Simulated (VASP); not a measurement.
Input of a VASP 6.6.1 run:

INCAR

```
SYSTEM = RbBr
PREC = Accurate ; ENCUT = 520
EDIFF = 1E-6 ; ISMEAR = -1
SIGMA = 0.05 ; LREAL = .False.
LASPH = .True. ; NELM = 100
ALGO = Normal ; ISIF = 2
LWAVE = .False. ; LCHARG = .False.
METAGGA = RSCAN ; LMIXTAU = .True.
NBANDS = 15
```

File KPOINTS:

```
regular mesh
0
Gamma
  7 7 7
  0 0 0
```

The input POSCAR:

```
RbBr
1.0
    0.0000000000      3.4270000000      3.4270000000
    3.4270000000      0.0000000000      3.4270000000
    3.4270000000      3.4270000000      0.0000000000
Rb Br
1 1
Direct
    0.0000000000      0.0000000000      0.0000000000
    0.5000000000      0.5000000000      0.5000000000
```

File KPOINTS_OPT:

```
path GXWKGLUWLK,UX
15
line-mode
reciprocal
 0.0000000000  0.0000000000  0.0000000000  G
 0.5000000000  0.0000000000  0.5000000000  X

 0.5000000000  0.0000000000  0.5000000000  X
 0.5000000000  0.2500000000  0.7500000000  W

 0.5000000000  0.2500000000  0.7500000000  W
 0.3750000000  0.3750000000  0.7500000000  K

 0.3750000000  0.3750000000  0.7500000000  K
 0.0000000000  0.0000000000  0.0000000000  G

 0.0000000000  0.0000000000  0.0000000000  G
 0.5000000000  0.5000000000  0.5000000000  L

 0.5000000000  0.5000000000  0.5000000000  L
 0.6250000000  0.2500000000  0.6250000000  U

 0.6250000000  0.2500000000  0.6250000000  U
 0.5000000000  0.2500000000  0.7500000000  W

 0.5000000000  0.2500000000  0.7500000000  W
 0.5000000000  0.5000000000  0.5000000000  L

 0.5000000000  0.5000000000  0.5000000000  L
 0.3750000000  0.3750000000  0.7500000000  K

 0.6250000000  0.2500000000  0.6250000000  U
 0.5000000000  0.0000000000  0.5000000000  X
```

Potentials or basis: VASP PAW PBE potentials, release 64 (Rb_sv, Br).

The run is started by

```sh
$ cat potpaw_PBE.64/Rb_sv/POTCAR potpaw_PBE.64/Br/POTCAR > POTCAR
$ mpirun -np 1 vasp_std > vasp.out
```

What does it give for the band gap along the path?

4.90 eV, direct.

Estimate the pressure.

0.4 GPa.

Estimate the band gap on the k mesh.

4.90 eV, direct.

Levels at the corners of the path, in eV from the valence-band top:
```csv
point,band 4,band 5,band 6,band 7,band 8,band 9,band 10,band 11,band 12,band 13
Γ,-8.69,-8.69,0.00,0.00,0.00,4.90,7.83,7.83,7.83,8.90
X,-8.76,-8.76,-0.49,-0.16,-0.16,6.02,7.89,9.68,10.00,10.29
X,-8.76,-8.76,-0.49,-0.16,-0.16,6.02,7.89,9.68,10.00,10.29
W,-8.82,-8.67,-0.48,-0.36,-0.36,7.53,7.53,9.09,9.37,11.61
W,-8.82,-8.67,-0.48,-0.36,-0.36,7.53,7.53,9.09,9.37,11.61
K,-8.74,-8.72,-0.49,-0.42,-0.26,6.77,8.63,8.90,9.65,10.73
K,-8.74,-8.72,-0.49,-0.42,-0.26,6.77,8.63,8.90,9.65,10.73
Γ,-8.69,-8.69,0.00,0.00,0.00,4.90,7.83,7.83,7.83,8.90
Γ,-8.69,-8.69,0.00,0.00,0.00,4.90,7.83,7.83,7.83,8.90
L,-8.70,-8.64,-0.98,-0.35,-0.35,7.24,8.24,10.18,10.18,10.81
L,-8.70,-8.64,-0.98,-0.35,-0.35,7.24,8.24,10.18,10.18,10.81
U,-8.74,-8.72,-0.49,-0.42,-0.26,6.77,8.63,8.90,9.65,10.73
U,-8.74,-8.72,-0.49,-0.42,-0.26,6.77,8.63,8.90,9.65,10.73
W,-8.82,-8.67,-0.48,-0.36,-0.36,7.53,7.53,9.09,9.37,11.61
W,-8.82,-8.67,-0.48,-0.36,-0.36,7.53,7.53,9.09,9.37,11.61
L,-8.70,-8.64,-0.98,-0.35,-0.35,7.24,8.24,10.18,10.18,10.81
L,-8.70,-8.64,-0.98,-0.35,-0.35,7.24,8.24,10.18,10.18,10.81
K,-8.74,-8.72,-0.49,-0.42,-0.26,6.77,8.63,8.90,9.65,10.73
U,-8.74,-8.72,-0.49,-0.42,-0.26,6.77,8.63,8.90,9.65,10.73
X,-8.76,-8.76,-0.49,-0.16,-0.16,6.02,7.89,9.68,10.00,10.29
```

Caveat: the PAW data sets were made with another functional, which shifts forces and pressure a little.
